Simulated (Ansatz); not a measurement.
A run of Ansatz 0.2.0:

Contents of input.yaml:

```yaml
crystal:
  lattice:
    - [4.421, 0.0, 0.0]
    - [0.0, 4.421, 0.0]
    - [0.0, 0.0, 2.917]
  atoms:
    - { symbol: Cr, position: [0.5, 0.5, 0.5], spin: 3.0 }
    - { symbol: Cr, position: [0.0, 0.0, 0.0], spin: -3.0 }
    - { symbol: O, position: [0.801, 0.199, 0.5] }
    - { symbol: O, position: [0.699, 0.699, 0.0] }
    - { symbol: O, position: [0.199, 0.801, 0.5] }
    - { symbol: O, position: [0.301, 0.301, 0.0] }
hamiltonian:
  xc: pbe
  pseudopotentials: { kind: paw }
magnetization:
  spin_polarized: true
kpoints:
  mp_grid: { grid: [6, 6, 9] }
scf:
  occupations: { method: fermi_dirac, width: 0.05 }
output:
  forces: true
  stress: true
  eigenvalues: true
  write_density: true
  write_potential: true
  elf: true
  volumetric_format: npy
```

Potentials or basis: Ansatz PAW.

Launch:

```console
$ ansatz run input.yaml --threads 2 --pin off --max-ram 5632MiB --backend cpu --events-out ev --progress --plain --runs-dir out
```

Hardware: 2 threads of Arm Neoverse V2, with other jobs on the host.

Estimate the wall time of this run.

Run time: 11 s on 2 threads of Arm Neoverse V2, with other jobs on the host, peak memory 0.49 GiB. Counts: scf iterations 13, plane waves 1121, k points 65, bands 35.
